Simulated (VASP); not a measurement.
A run of VASP 6.6.1 is set up as follows.

The input INCAR:

```
  ALGO = Fast
  DIPOL = 0.5 0.5 0.500
  EDIFF = 1E-6
  ENCUT = 600
  GGA = PE
  IDIPOL = 3
  ISIF = 2
  ISMEAR = -1
  LASPH = True
  LCHARG = True
  LDIPOL = True
  LELF = True
  LREAL = False
  LVACPOTAV = True
  LVHAR = True
  LWAVE = False
  NELM = 60
  PREC = Accurate
  SIGMA = 0.05
```

The input KPOINTS:

```
k-points
0
Gamma
  5 5 1
```

File POSCAR:

```
K
1.0
    4.7864284507      0.0000000000      0.0000000000
   -2.3932142254      4.1451686318      0.0000000000
    0.0000000000      0.0000000000     30.5168343227
K
5
Direct
    0.0000000000      0.0000000000      0.2457659900
    0.6666666667      0.3333333333      0.3728519591
    0.3333333333      0.6666666667      0.4999379282
    0.6666666667      0.3333333333      0.6271480409
    0.3333333333      0.6666666667      0.7542340100
```

Potentials or basis: VASP PAW PBE potentials, release 64 (K_sv_GW).

The run is started by

```console
$ cat potpaw_PBE.64/K_sv_GW/POTCAR > POTCAR
$ mpirun -np 1 vasp_std > vasp.out
```

(1) What does it give for the largest force?

(2) Estimate the work function of the lower face.

Results:

(1) 0.046 eV/Å.

(2) 2.29 eV.
